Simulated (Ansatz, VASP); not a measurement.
## CdF2: VASP beside Ansatz

File INCAR:

```
ALGO     = Normal         # electronic algorithm
EDIFF    = 1E-6           # SCF threshold, eV
ENCUT    = 520            # plane-wave cutoff, eV
ISIF     = 2              # what is computed and relaxed
ISMEAR   = 0              # smearing method
LASPH    = T              # aspherical terms in the spheres
LCHARG   = T              # write CHGCAR
LELF     = T              # ELF
LREAL    = F              # projectors in reciprocal space
LVHAR    = T            
LWAVE    = F              # write WAVECAR
NBANDS   = 20             # bands
NELM     = 60             # most SCF steps
PREC     = Accurate       # precision mode
SIGMA    = 0.05           # smearing width, eV
```

The input KPOINTS:

```
k-points
0
Gamma
  8 8 8
```

Contents of POSCAR:

```
CdF2
1.0
    0.0000000000      2.6940000000      2.6940000000
    2.8960500000      0.0000000000      2.6940000000
    2.8960500000      2.6940000000      0.0000000000
Cd F
1 2
Direct
    0.0000000000      0.0000000000      0.0000000000
    0.2500000000      0.2500000000      0.2500000000
    0.7500000000      0.7500000000      0.7500000000
```

Input for Ansatz:

```yaml
crystal:
  lattice:
    - [0.0, 2.694, 2.694]
    - [2.89605, 0.0, 2.694]
    - [2.89605, 2.694, 0.0]
  atoms:
    - { symbol: Cd, position: [0.0, 0.0, 0.0] }
    - { symbol: F, position: [0.25, 0.25, 0.25] }
    - { symbol: F, position: [0.75, 0.75, 0.75] }
basis:
  ecutwfc: 420
kpoints:
  mp_grid: { grid: [8, 8, 8] }
hamiltonian:
  xc: lda
scf:
  occupations: { method: gaussian, width: 0.05 }
output:
  forces: true
  stress: true
  eigenvalues: true
```

Change from the starting cell: strain +0.0750 x Voigt [1, 0, 0, 0, 0, 0], atoms carried along.

Alike in both runs: task single point; functional LDA; k mesh 8 × 8 × 8; occupations gaussian, width 0.05 eV; no spin polarisation.

```csv
,VASP,Ansatz
version,VASP 6.6.1,Ansatz 0.2.0
potentials or method,"VASP PAW LDA potentials, release 64 (Cd, F)","scalar-relativistic, plane waves, PAW"
plane-wave cutoff (eV),520,420
valence electrons in the cell,26,34
```

Ansatz gave:

```
gap on the k mesh at the Fermi level (eV)       : 2.42
least direct gap on the mesh (eV)               : 2.96
pressure (GPa)                                  : -11.6
largest component of the traceless stress (GPa) : 5.21
```

Question: What did VASP give for the same quantities?

Answer: gap on the k mesh at the Fermi level (eV): 2.41; least direct gap on the mesh (eV): 2.95; pressure (GPa): -11.0; largest component of the traceless stress (GPa): 5.12.

The two sets of potentials don't hold the same shells in valence.

A k mesh can miss the band edges.
